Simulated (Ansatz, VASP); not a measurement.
**One calculation of Pb, two programs**

```
Pb
1.0
     0.00000    2.46402    2.46402
     2.46402    0.00000    2.46402
     2.46402    2.46402    0.00000
Pb
1
Cartesian
  0.0000 0.0000 0.0000
```

Alike in both runs: task single point; functional LDA; k mesh 14 × 14 × 14; occupations gaussian, width 0.05 eV; no spin polarisation.

|  | VASP | Ansatz |
| --- | --- | --- |
| version | VASP 6.6.1 | Ansatz 0.2.0 |
| potentials or method | VASP PAW LDA potentials, release 64 (Pb_d) | scalar-relativistic, plane waves, PAW |
| plane-wave cutoff (eV) | 520 | 420 |
| valence electrons in the cell | 14 | 14 |

|  | VASP | Ansatz | Ansatz less VASP |
| --- | --- | --- | --- |
| pressure (GPa) | -1.4 | -1.4 | -0.05 |

Spin-orbit coupling is left out, which matters for the levels of Pb.
